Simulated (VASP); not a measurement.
# Co: single point with PBEsol

The system is Co.

```
Co
1.0
    -2.16874    2.16874    1.18309
     2.16874   -2.16874    1.18309
     2.16874    2.16874   -1.18309
Co
2
Direct
  0.00000 0.00000 0.00000
  0.75000 0.25000 0.50000
```

The cell was built by a generator and needn't be a form met in nature.

- Program: VASP 6.6.1
- Task: single point
- Functional: PBEsol
- Potentials or basis: VASP PAW PBE potentials, release 64 (Co)
- Cutoff: 520 eV
- k mesh: 8 × 8 × 8
- Occupations: gaussian, width 0.1 eV
- Spin: collinear spin, typed start
- Starting moments: [3.0, 3.0] μB

The pressure is 6.1 GPa, the band gap on the k mesh is none (metal or under the smearing width) and the net moment is 3.42 μB per cell. The site moments are Co +1.71 μB and the valence electrons inside the program's atomic spheres are Co 8.35.

Stress tensor (GPa, compression positive):
```
8.32 0.00 0.00
0.00 8.32 0.00
0.00 0.00 1.75
```

Levels at points of the mesh, in eV from the Fermi level:
Spin up:
```
           k point  band 9  band 10  band 11  band 12  band 13  band 14
(0.00, 0.00, 0.00)   -1.65    -0.78     0.11     6.29     6.29    12.59
(0.50, 0.00, 0.00)   -0.86    -0.74     1.16     4.64     8.02     8.40
(0.50, 0.50, 0.00)   -1.19    -1.19    -0.91    -0.91    12.68    12.68
(0.50, 0.50, 0.50)   -1.49    -1.49    -1.29    -1.29     4.82     4.82
```
Spin down:
| k point | band 4 | band 5 | band 6 | band 7 | band 8 | band 9 | band 10 | band 11 |
| --- | --- | --- | --- | --- | --- | --- | --- | --- |
| (0.00, 0.00, 0.00) | -2.60 | -2.05 | 0.20 | 0.20 | 0.24 | 0.24 | 1.38 | 1.81 |
| (0.50, 0.00, 0.00) | -2.33 | -0.88 | -0.82 | -0.80 | 0.41 | 0.88 | 0.93 | 2.42 |
| (0.50, 0.50, 0.00) | -2.47 | -1.70 | -1.70 | -0.16 | -0.16 | 0.71 | 0.71 | 0.95 |
| (0.50, 0.50, 0.50) | -2.11 | -1.21 | -1.21 | -0.08 | -0.08 | 0.39 | 0.39 | 0.44 |

Run time: 16 s on 1 thread of Intel(R) Xeon(R) 6975P-C (Granite Rapids), on a shared host, peak memory 0.17 GiB.

Caveat: the k mesh is coarse (spacing up to 0.38 Å⁻¹), so the values aren't converged; the PAW data sets were made with another functional, which shifts forces and pressure a little.
